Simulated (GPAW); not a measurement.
# La in GPAW: convergence with convergence criteria

Input of the first run (convergence criteria density=0.001 energy=0.01 eigenstates=0.0001); the others differ in this setting and in those tied to it:

The input run.py:

```python
from ase import Atoms
from ase.dft.bandgap import bandgap
from ase.io import write
from ase.units import GPa
from gpaw import GPAW, PW

atoms = Atoms(['La'],
              cell=[[-2.123831071, 2.123831071, 2.123831071],
                    [2.123831071, -2.123831071, 2.123831071],
                    [2.123831071, 2.123831071, -2.123831071]],
              scaled_positions=[[0.0, 0.0, 0.0]],
              pbc=True)

calc = GPAW(mode=PW(800),
            xc='PBE',
            kpts={'size': (9, 9, 9), 'gamma': True},
            occupations={'name': 'fermi-dirac', 'width': 0.05},
            nbands=16,
            convergence={'density': 0.001, 'energy': 0.01, 'eigenstates': 0.0001},
            maxiter=100,
            txt='gpaw.txt')
atoms.calc = calc
energy = atoms.get_potential_energy()
forces = atoms.get_forces()
stress = atoms.get_stress()
calc.write('gs.gpw')
write('result.traj', atoms)
print(f'Energy: {energy:.6f} eV')
print('Forces (eV/A):')
print(forces.round(4))
print('Stress (GPa):', (stress / GPa).round(3))
print('Fermi level:', round(calc.get_fermi_level(), 4), 'eV')
print(f'Gap: {bandgap(calc)[0]:.4f} eV, direct: {bandgap(calc, direct=True)[0]:.4f} eV')
```

Potentials or basis: GPAW PAW data sets (gpaw-data 1.2.1), pw.

Launch:

```sh
$ OMP_NUM_THREADS=1 python run.py
```

This isn't the form of La at room conditions, which is double hcp.

Hardware: 1 thread of Intel(R) Xeon(R) Platinum 8488C (Sapphire Rapids), on a shared host.

```tsv
convergence criteria	energy less the tightest run, at zero smearing (meV/atom)	SCF cycles	CPU time (s)	peak memory (GiB)
density=0.001 energy=0.01 eigenstates=0.0001	0.00	6	11	0.18
default	0.00	8	14	0.19
density=1e-05 energy=1e-05	0.00	9	15	0.19
density=1e-05 forces=0.0001	0.00	10	16	0.19
density=1e-06 energy=1e-06 eigenstates=1e-10	0.00	11	17	0.19
```

Against the tightest run, the energy stays within 1 meV/atom from density=0.001 energy=0.01 eigenstates=0.0001 on. The tightest run that finished is the yardstick and may itself not be fully converged.

Caveat, for the tightest run too: one-centre terms of the f shell are cut off. The run has no spin-orbit coupling, so splittings on La are missing.
